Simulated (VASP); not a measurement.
Here is a VASP 6.6.1 calculation.

File INCAR:

```
SYSTEM = Ge
ALGO = Normal ; EDIFF = 1E-7
EDIFFG = -0.01 ; ENCUT = 600
IBRION = 2 ; ISIF = 2
ISMEAR = 0 ; LASPH = .True.
LCHARG = .False. ; LMIXTAU = .True.
LREAL = .False. ; LWAVE = .False.
METAGGA = R2SCAN ; NELM = 80
NSW = 40 ; PREC = Accurate
SIGMA = 0.03
```

File KPOINTS:

```
k-points
0
Gamma
  10 10 10
  0 0 0
```

File POSCAR:

```
Ge                                      
1.0
    0.0000000000      2.8571920887      2.8571920887
    2.8571920887      0.0000000000      2.8571920887
    2.8571920887      2.8571920887      0.0000000000
  Ge            
     2
Direct
     0.0000000000000000    0.0000000000000000    0.0000000000000000
     0.2500000000000000    0.2500000000000000    0.2500000000000000
```

Potentials or basis: VASP PAW PBE potentials, release 64 (Ge_d).

Run with:

```sh
$ cat potpaw_PBE.64/Ge_d/POTCAR > POTCAR
$ mpirun -np 1 vasp_std > vasp.out
```

Question: Predict the band gap on the k mesh.

Answer: 0.12 eV, direct.

Final structure:
```
Ge
1.0
     0.00000    2.85719    2.85719
     2.85719    0.00000    2.85719
     2.85719    2.85719    0.00000
Ge
2
Direct
  0.00000 0.00000 0.00000
  0.25000 0.25000 0.25000
```

Caveat: the relaxation stopped at its first step, so nothing moved. A k mesh can miss the band edges.
